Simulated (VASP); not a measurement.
# Si (Fd-3m) in VASP: a series of runs, part 3 of 3

VASP 6.6.1. Earlier steps stand in the parts before.

## 4. Single point, PBE

The input, INCAR:

```
SYSTEM = Si
  PREC = Accurate
  ENCUT = 520
  EDIFF = 1E-7
  ISMEAR = 0
  SIGMA = 0.024
  LREAL = .False.
  LASPH = .True.
  NELM = 60
  ALGO = Normal
  ISIF = 2
  LWAVE = .False.
  LCHARG = .True.
  GGA = PE
  LELF = .True.
  LVHAR = .True.
  NBANDS = 11
```

The input, KPOINTS:

```
regular mesh
0
Gamma
  8 8 8
  0 0 0
```

The input, POSCAR:

```
Si
1.0
    0.0000000000      2.7218511865      2.7218511865
    2.7218511865      0.0000000000      2.7218511865
    2.7218511865      2.7218511865      0.0000000000
Si
2
Direct
    0.5000000000      0.5000000000      0.5000000000
    0.7500000000      0.7500000000      0.7500000000
```

Potentials or basis: VASP PAW PBE potentials, release 64 (Si).

Launch:

```bash
cat potpaw_PBE.64/Si/POTCAR > POTCAR
mpirun -np 1 vasp_std > vasp.out
```

OUTCAR:

```text
SYSTEM = Si
   PREC = Accurate
   ENCUT = 520
   EDIFF = 1E-7
   ISMEAR = 0
   LREAL = .False.
   LASPH = .True.
   NELM = 60
   ISIF = 2
   GGA = PE

 ion  position               nearest neighbor table
   1  0.500  0.500  0.500-   2 2.36   2 2.36   2 2.36   2 2.36
   2  0.750  0.750  0.750-   1 2.36   1 2.36   1 2.36   1 2.36

  LATTYP: Found a face centered cubic cell.
 ALAT       =     5.4437023730

  Lattice vectors:

 A1 = (   0.0000000000,   2.7218511865,   2.7218511865)
 A2 = (   2.7218511865,   0.0000000000,   2.7218511865)
 A3 = (   2.7218511865,   2.7218511865,   0.0000000000)

Analysis of symmetry for initial positions (statically):
=====================================================================
 Subroutine PRICEL returns:
 Original cell was already a primitive cell.

 Routine SETGRP: Setting up the symmetry group for a
 face centered cubic supercell.

 Subroutine GETGRP returns: Found 48 space group operations
 (whereof 24 operations were pure point group operations)
 out of a pool of 48 trial point group operations.

The static configuration has the point symmetry T_d .
 The point group associated with its full space group is O_h .

Analysis of symmetry for dynamics (positions and initial velocities):
=====================================================================
 Subroutine PRICEL returns:
 Original cell was already a primitive cell.

 Routine SETGRP: Setting up the symmetry group for a
 face centered cubic supercell.

 Subroutine GETGRP returns: Found 48 space group operations
 (whereof 24 operations were pure point group operations)
 out of a pool of 48 trial point group operations.

The dynamic configuration has the point symmetry T_d .
 The point group associated with its full space group is O_h .

 Subroutine INISYM returns: Found 48 space group operations
 (whereof 24 operations are pure point group operations),
 and found     1 'primitive' translations

----------------------------------------------------------------------------------------

                                     Primitive cell

  volume of cell :      40.3295

  direct lattice vectors                    reciprocal lattice vectors
     0.000000000  2.721851186  2.721851186    -0.183698507  0.183698507  0.183698507
     2.721851186  0.000000000  2.721851186     0.183698507 -0.183698507  0.183698507
     2.721851186  2.721851186  0.000000000     0.183698507  0.183698507 -0.183698507

  length of vectors
     3.849278863  3.849278863  3.849278863     0.318175148  0.318175148  0.318175148

  position of ions in fractional coordinates (direct lattice)
     0.500000000  0.500000000  0.500000000
     0.750000000  0.750000000  0.750000000

  ion indices of the primitive-cell ions
   primitive index   ion index
                 1           1
                 2           2

----------------------------------------------------------------------------------------

 KPOINTS: regular mesh

Automatic generation of k-mesh.
 Grid dimensions read from file:
 generate k-points for:    8    8    8

 Generating k-lattice:

  Cartesian coordinates                     Fractional coordinates (reciprocal lattice)
    -0.022962313  0.022962313  0.022962313     0.125000000  0.000000000  0.000000000
     0.022962313 -0.022962313  0.022962313     0.000000000  0.125000000  0.000000000
[... 42 lines left out ...]
   total plane-waves  NPLWV =  27000
   dimension x,y,z NGX =    30 NGY =   30 NGZ =   30
   dimension x,y,z NGXF=    60 NGYF=   60 NGZF=   60
   ions per type =               2
   NGX,Y,Z   is equivalent  to a cutoff of  12.96, 12.96, 12.96 a.u.
   NGXF,Y,Z  is equivalent  to a cutoff of  25.91, 25.91, 25.91 a.u.
 SYSTEM =  Si
   PREC   = accura    normal or accurate (medium, high low for compatibility)
   ISTART =      0    job   : 0-new  1-cont  2-samecut
   ICHARG =      2    charge: 1-file 2-atom 10-const
   ISPIN  =      1    spin polarized calculation?
   LNONCOLLINEAR =      F non collinear calculations
   LSORBIT =      F    spin-orbit coupling
   LASPH  =      T    aspherical Exc in radial PAW
   ENCUT  =  520.0 eV  38.22 Ry    6.18 a.u.   7.16  7.16  7.16*2*pi/ulx,y,z
   NELM   =     60;   NELMIN=  2; NELMDL= -5     # of ELM steps
   EDIFF  = 0.1E-06   stopping-criterion for ELM
   LREAL  =      F    real-space projection
   EDIFFG = 0.1E-05   stopping-criterion for IOM
   NSW    =      0    number of steps for IOM
   IBRION =     -1    ionic relax: 0-MD 1-quasi-New 2-CG
   NFREE  =      0    steps in history (QN), initial steepest desc. (CG)
   ISIF   =      2    stress and relaxation
   ISYM   =      2    0-nonsym 1-usesym 2-fastsym
   POTIM  = 0.5000    time-step for ionic-motion
   TEBEG  =    0.0;   TEEND  =   0.0 temperature during run
   PSTRESS=    0.0 pullay stress
   NELECT =       8.0000    total number of electrons
   NUPDOWN=      -1.0000    fix difference up-down
   EMIN   =  10.00;   EMAX   =-10.00  energy-range for DOS
   EFERMI =   0.00;   METHOD = LEGACY
   ISMEAR =     0;   SIGMA  =   0.02  broadening in eV -4-tet -1-fermi 0-gaus
   EFERMI_NEDOS =   21; number of points for ismear=-14 and -15
   IALGO  =     38    algorithm
   IMIX   =      4    mixing-type and parameters
     AMIX     =   0.40;   BMIX     =  1.00
     AMIX_MAG =   1.60;   BMIX_MAG =  1.00
  volume/ion in A,a.u.               =      20.16       136.08
  Fermi-wavevector in a.u.,A,eV,Ry     =   0.954766  1.804247 12.402783  0.911579
  Thomas-Fermi vector in A             =   2.083543
   LORBIT       =      0    0 simple, 1 ext, 2 COOP (PROOUT), +10 PAW based schemes
   GGA     = PE    functional components
   LHFCALC =     F    Hartree Fock is set to
   AEXX    =    0.0000 exact exchange contribution
   IVDW    =     0    specifies the selected vdW correction
   LEPSILON=     F    determine dielectric tensor
   LRPA    =     F    only Hartree local field effects (RPA)
 non-spin polarized calculation
 Gauss-broadening in eV      SIGMA  =   0.02
  energy-cutoff  :      520.00
  volume of cell :       40.33
 maximum number of plane-waves:      1106
 NGX is ok and might be reduce to    30
   NGX = 15   NGY = 15   NGZ = 15

 number of electron       8.0000001 magnetization

 Free energy of the ion-electron system (eV)
  ---------------------------------------------------
  ext. energy  EPLUGINS =         0.00000000
  ---------------------------------------------------
  free energy    TOTEN  =       -10.84388605 eV

  energy without entropy =      -10.84388605  energy(sigma->0) =      -10.84388605

 E-fermi :   5.8789     XC(G=0):  -9.3800

 val. band max:        5.7550143134   @ k =   0.0000   0.0000   0.0000
 cond. band min:       6.3828445538   @ k =   0.3750   0.3750   0.0000
 fundamental gap:      0.6278302404
 Fermi energy:         5.8789172360

 k-point     1 :       0.0000    0.0000    0.0000
  band No.  band energies     occupation
      1      -6.1534      2.00000
      2       5.7550      2.00000
      3       5.7550      2.00000
      4       5.7550      2.00000
      5       8.3172      0.00000
      6       8.3172      0.00000
      7       8.3172      0.00000
      8       9.0463      0.00000
      9      13.4707      0.00000
     10      13.4707      0.00000
     11      13.6867      0.00000
[... 309 lines left out ...]
 k-point    24 :      -0.3750    0.2500    0.1250
  band No.  band energies     occupation
      1      -3.3045      2.00000
      2      -1.0017      2.00000
      3       2.3285      2.00000
      4       3.6143      2.00000
      5       8.8087      0.00000
      6       8.8919      0.00000
      7      11.6448      0.00000
      8      12.8542      0.00000
      9      13.1221      0.00000
     10      16.3119      0.00000
     11      17.4053      0.00000

 [... further k-points ...]

------------------------ aborting loop because EDIFF is reached ----------------------------------------

  FORCE on cell =-STRESS in cart. coord.  units (eV):
  Direction    XX          YY          ZZ          XY          YZ          ZX
  --------------------------------------------------------------------------------------
  -------------------------------------------------------------------------------------
  Total        0.3173340      0.3173340      0.3173340      0.0000000      0.0000000      0.0000000
  in kB       12.6067758     12.6067758     12.6067758      0.0000000      0.0000000      0.0000000
  external PRESSURE =      12.6067758 kB  Pullay stress =       0.0000000 kB

 VOLUME and BASIS-vectors are now :
 -----------------------------------------------------------------------------
  energy-cutoff  :      520.00
  volume of cell :       40.33
      direct lattice vectors                 reciprocal lattice vectors
     0.000000000  2.721851186  2.721851186    -0.183698507  0.183698507  0.183698507
     2.721851186  0.000000000  2.721851186     0.183698507 -0.183698507  0.183698507
     2.721851186  2.721851186  0.000000000     0.183698507  0.183698507 -0.183698507

 POSITION                                       TOTAL-FORCE (eV/Angst)
 -----------------------------------------------------------------------------------
      2.72185      2.72185      2.72185         0.000000      0.000000      0.000000
      4.08278      4.08278      4.08278         0.000000     -0.000000     -0.000000
 -----------------------------------------------------------------------------------
    total drift:                                0.000000     -0.000000     -0.000000

  FREE ENERGIE OF THE ION-ELECTRON SYSTEM (eV)
  ---------------------------------------------------
  free  energy   TOTEN  =       -10.8438860467 eV

  energy  without entropy=      -10.8438860467  energy(sigma->0) =      -10.84388605
```

stdout:

```text
POSCAR found type information on POSCAR Si
 POSCAR found :  1 types and       2 ions
 scaLAPACK will be used
 LDA part: xc-table for (Slater+PW92), standard interpolation
 POSCAR, INCAR and KPOINTS ok, starting setup
 FFT: planning ... GRIDC
 FFT: planning ... GRID_SOFT
 FFT: planning ... GRID
 WAVECAR not read
 entering main loop
```

It took 7.1 s on 1 thread of AMD EPYC 9R45 (Zen 5), shared host; peak memory 0.13 GiB.

Results:

| Quantity | Value |
| --- | --- |
| Free energy | -10.8439 eV |
| Pressure | 1.3 GPa |
| Band gap on the k mesh | 0.63 eV, indirect (least direct gap 2.56 eV) |

Levels at points of the mesh, in eV from the valence-band top:
| k point | band 1 | band 2 | band 3 | band 4 | band 5 | band 6 | band 7 | band 8 |
| --- | --- | --- | --- | --- | --- | --- | --- | --- |
| (0.00, 0.00, 0.00) | -11.91 | 0.00 | 0.00 | 0.00 | 2.56 | 2.56 | 2.56 | 3.29 |
| (0.50, 0.00, 0.00) | -9.60 | -6.93 | -1.19 | -1.19 | 1.51 | 3.34 | 3.34 | 7.72 |
| (0.50, 0.50, 0.00) | -7.79 | -7.79 | -2.83 | -2.83 | 0.72 | 0.72 | 10.05 | 10.05 |

A k mesh can miss the band edges.

## 5. Relaxation of cell and atoms, RPBE

The input, run.py:

```python
from ase import Atoms
from ase.calculators.vasp import Vasp
from ase.filters import FrechetCellFilter
from ase.optimize import BFGS

atoms = Atoms(
    ['Si', 'Si'],
    cell=[[0.0, 2.7218511865, 2.7218511865], [2.7218511865, 0.0, 2.7218511865], [2.7218511865, 2.7218511865, 0.0]],
    scaled_positions=[[0.5, 0.5, 0.5], [0.75, 0.75, 0.75]],
    pbc=True,
)
calc = Vasp(
    directory='calc',
    xc='rpbe',
    pp='PBE',
    setups='recommended',
    prec='Single',
    encut=600,
    ediff=1e-06,
    ismear=0,
    sigma=0.05,
    lreal=False,
    lasph=True,
    nelm=60,
    algo='Normal',
    isif=2,
    lwave=False,
    lcharg=False,
    kpts=[6, 6, 6],
    gamma=False,
)
atoms.calc = calc
opt = BFGS(FrechetCellFilter(atoms), trajectory='relax.traj')
converged = opt.run(fmax=0.02, steps=40)
print('converged:', converged)

print('energy (eV):', atoms.get_potential_energy())
print('free energy (eV):', atoms.get_potential_energy(force_consistent=True))
print('forces (eV/A):')
print(atoms.get_forces())
print('stress (eV/A^3, Voigt):', atoms.get_stress())
print('Fermi level (eV):', calc.get_fermi_level())
print('cell (A, degrees):', atoms.cell.cellpar())
print('volume (A^3):', atoms.get_volume())
print('scaled positions:')
print(atoms.get_scaled_positions())
```

Potentials or basis: VASP PAW PBE potentials, release 64 (Si).

Launch:

```bash
python run.py
```

Log:

```text
Step     Time          Energy          fmax
BFGS:    0      -10.315951        0.338572
BFGS:    1      -10.320241        0.253406
BFGS:    2      -10.325836        0.008327
converged: True
energy (eV): -10.32583588
free energy (eV): -10.32583588
forces (eV/A):
[[ 0.  0.  0.]
 [-0. -0. -0.]]
stress (eV/A^3, Voigt): [-0.00040122 -0.00040122 -0.00040122 -0.         -0.         -0.        ]
Fermi level (eV): 5.66051013
cell (A, degrees): [ 3.8864648  3.8864648  3.8864648 60.        60.        60.       ]
volume (A^3): 41.50966398859137
scaled positions:
[[0.5  0.5  0.5 ]
 [0.75 0.75 0.75]]
```

OUTCAR:

```text
ENCUT = 600.000000
   EDIFF = 1.00e-06
   GGA = RP
   PREC = Single
   ISIF = 2
   ISMEAR = 0
   NELM = 60
   LASPH = .TRUE.
   LREAL = .FALSE.

 ion  position               nearest neighbor table
   1  0.500  0.500  0.500-   2 2.38   2 2.38   2 2.38   2 2.38
   2  0.750  0.750  0.750-   1 2.38   1 2.38   1 2.38   1 2.38

  LATTYP: Found a face centered cubic cell.
 ALAT       =     5.4962912292

  Lattice vectors:

 A1 = (   0.0000000000,   2.7481456146,   2.7481456146)
 A2 = (   2.7481456146,   0.0000000000,   2.7481456146)
 A3 = (   2.7481456146,   2.7481456146,   0.0000000000)

Analysis of symmetry for initial positions (statically):
=====================================================================
 Subroutine PRICEL returns:
 Original cell was already a primitive cell.

 Routine SETGRP: Setting up the symmetry group for a
 face centered cubic supercell.

 Subroutine GETGRP returns: Found 48 space group operations
 (whereof 24 operations were pure point group operations)
 out of a pool of 48 trial point group operations.

The static configuration has the point symmetry T_d .
 The point group associated with its full space group is O_h .
[... 168 lines left out ...]
 Fermi energy:         5.6605101338

 k-point     1 :       0.0833    0.0833    0.0833
  band No.  band energies     occupation
      1      -6.0637      2.00000
      2       4.6898      2.00000
      3       5.4000      2.00000
      4       5.4000      2.00000
      5       8.0987      0.00000
      6       8.2967      0.00000
      7       8.2967      0.00000
      8       9.3293      0.00000
[... 243 lines left out ...]
 k-point    24 :      -0.4167    0.4167    0.2500
  band No.  band energies     occupation
      1      -3.3409      2.00000
      2      -0.7695      2.00000
      3       1.7867      2.00000
      4       3.0197      2.00000
      5       8.7922      0.00000
      6       9.3047      0.00000
      7      10.2553      0.00000
      8      12.9019      0.00000

 [... further k-points ...]

------------------------ aborting loop because EDIFF is reached ----------------------------------------

  FORCE on cell =-STRESS in cart. coord.  units (eV):
  Direction    XX          YY          ZZ          XY          YZ          ZX
  --------------------------------------------------------------------------------------
  -------------------------------------------------------------------------------------
  Total        0.0166546      0.0166546      0.0166546      0.0000000      0.0000000      0.0000000
  in kB        0.6428300      0.6428300      0.6428300      0.0000000      0.0000000      0.0000000
  external PRESSURE =       0.6428300 kB  Pullay stress =       0.0000000 kB

 VOLUME and BASIS-vectors are now :
 -----------------------------------------------------------------------------
  energy-cutoff  :      600.00
  volume of cell :       41.51
      direct lattice vectors                 reciprocal lattice vectors
     0.000000000  2.748145615  2.748145615    -0.181940869  0.181940869  0.181940869
     2.748145615  0.000000000  2.748145615     0.181940869 -0.181940869  0.181940869
     2.748145615  2.748145615  0.000000000     0.181940869  0.181940869 -0.181940869

 POSITION                                       TOTAL-FORCE (eV/Angst)
 -----------------------------------------------------------------------------------
      2.74815      2.74815      2.74815         0.000000      0.000000      0.000000
      4.12222      4.12222      4.12222        -0.000000     -0.000000     -0.000000
 -----------------------------------------------------------------------------------
    total drift:                                0.000000      0.000000     -0.000000

  FREE ENERGIE OF THE ION-ELECTRON SYSTEM (eV)
  ---------------------------------------------------
  free  energy   TOTEN  =       -10.3258358771 eV

  energy  without entropy=      -10.3258358771  energy(sigma->0) =      -10.32583588
```

INCAR:

```text
ENCUT = 600.000000
SIGMA = 0.050000
EDIFF = 1.00e-06
ALGO = Normal
GGA = RP
PREC = Single
ISIF = 2
ISMEAR = 0
NELM = 60
LASPH = .TRUE.
LCHARG = .FALSE.
LWAVE = .FALSE.
LREAL = .FALSE.
```

Run time: 19 s. Hardware: 1 thread of AMD EPYC 9R45 (Zen 5), shared host; peak memory 0.09 GiB.

These settings aren't checked as converged (typed here: shifted = yes; k = 6 × 6 × 6; PREC = Single): the numbers below hold their error.

Results:

| Property | Result |
| --- | --- |
| Free energy | -10.3258 eV |
| Relaxed volume | 20.75 Å³/atom |
| Relaxed cell | a = 3.886 Å, b = 3.886 Å, c = 3.886 Å, α = 60.00°, β = 60.00°, γ = 60.00° |
| Space group after relaxing (to 0.05 Å) | Fd-3m (No. 227) |
| Energy gained by relaxing | 4.9 meV/atom |
| Ionic steps | 3 |
| Pressure after relaxing | 0.1 GPa |

Caveat: the PAW data sets were made with another functional, which shifts forces and pressure a little.

## 6. Single point, PBE

The input, INCAR:

```
PREC = Accurate
ENCUT = 450
EDIFF = 1E-7
ISMEAR = 0
SIGMA = 0.02
LREAL = F
LASPH = T
NELM = 100
ALGO = Fast
ISIF = 2
LWAVE = F
LCHARG = T
GGA = PE
LELF = T
LVHAR = T
```

The input, KPOINTS:

```
Automatic mesh
0
Gamma
  4 4 4
```

POSCAR is that of step 4.

Potentials or basis: VASP PAW PBE potentials, release 64 (Si_GW).

Launch:

```bash
cat potpaw_PBE.64/Si_GW/POTCAR > POTCAR
mpirun -np 1 vasp_std > vasp.out
```

It took 6.4 s on 1 thread of Intel Xeon 6975P-C (Granite Rapids), shared host; peak memory 0.14 GiB.

It converged, with:

* Free energy: -10.6554 eV
* Pressure: 1.9 GPa
* Band gap on the k mesh: 0.71 eV, indirect (least direct gap 2.54 eV)

Levels at points of the mesh, in eV from the valence-band top:
```csv
k point,band 1,band 2,band 3,band 4,band 5,band 6,band 7,band 8
"(0.00, 0.00, 0.00)",-11.92,0.00,0.00,0.00,2.54,2.54,2.54,3.28
"(0.50, 0.00, 0.00)",-9.61,-6.95,-1.20,-1.20,1.50,3.32,3.32,7.71
"(0.50, 0.50, 0.00)",-7.80,-7.80,-2.84,-2.84,0.71,0.71,10.04,10.04
```

Caveat: the k mesh is coarse (spacing up to 0.50 Å⁻¹), so the values aren't converged.

## 7. Overview

| task | level | potentials or basis | cell | k mesh | cutoff (eV) | smearing | grid for exact exchange (PRECFOCK) | exchange at q = 0 | mesh quality | gap on the mesh (eV) | pressure (GPa) |
| --- | --- | --- | --- | --- | --- | --- | --- | --- | --- | --- | --- |
| single point | PBE | VASP PAW PBE potentials, release 64 (Si) | as given | 8 × 8 × 8 | 520 | gaussian 0.015 eV | - | - | not flagged | 0.63 | 1.3 |
| relaxation of cell and atoms | PBEsol0 | VASP PAW PBE potentials, release 64 (Si) | relaxed | 4 × 4 × 4 | 600 | fermi-dirac 0.05 eV | Normal | truncated | coarse | 1.92 | 0.0 |
| single point | PBE | VASP PAW PBE potentials, release 64 (Si) | as given | 8 × 8 × 8 | 520 | gaussian 0.024 eV | - | - | not flagged | 0.63 | 1.3 |
| single point | PBE | VASP PAW PBE potentials, release 64 (Si_GW) | as given | 4 × 4 × 4 | 450 | gaussian 0.02 eV | - | - | coarse | 0.71 | 1.9 |

Alike in all rows: no spin polarisation.

Caveats: some runs use coarse meshes; the PAW data sets were made with another functional, which shifts forces and pressure a little (some runs).

Total energies depend on the potentials used, so only differences within one code and one set of settings carry meaning.
